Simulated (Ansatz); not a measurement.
## PbS in Ansatz: the effect of functional

The system is PbS.

```
Pb S
1.0
     3.72532    0.00000    0.00000
     0.00000    3.72532    0.00000
     0.00000    0.00000    3.72532
Pb S
1 1
Direct
  0.00000 0.00000 0.00000
  0.50000 0.50000 0.50000
```

Measurements of this composition are mostly on another form, of space group No. 225.

The cell isn't the ideal one: volume scaled by 1.06.

Alike in all runs:

```yaml
Program: Ansatz 0.2.0
Task: single point
Potentials_or_basis: Ansatz PAW
k_mesh: 7 × 7 × 7
Occupations: fermi-dirac, width 0.05 eV
Spin: no spin polarisation
```

```tsv
functional	cutoff	pressure (GPa)
LDA	420 eV (not typed: the program's choice for these potentials)	-7.5
PBEsol	420 eV (not typed: the program's choice for these potentials)	-5.8
r2SCAN	500 eV (not typed: the program's choice for these potentials)	?
```

Problem. What does the run with functional r2SCAN give?

Solution. Pressure -3.8 GPa.

Caveats: the PAW data sets come from PBE, with cores solved anew for the run's functional, which leaves a small shift of forces and pressure.
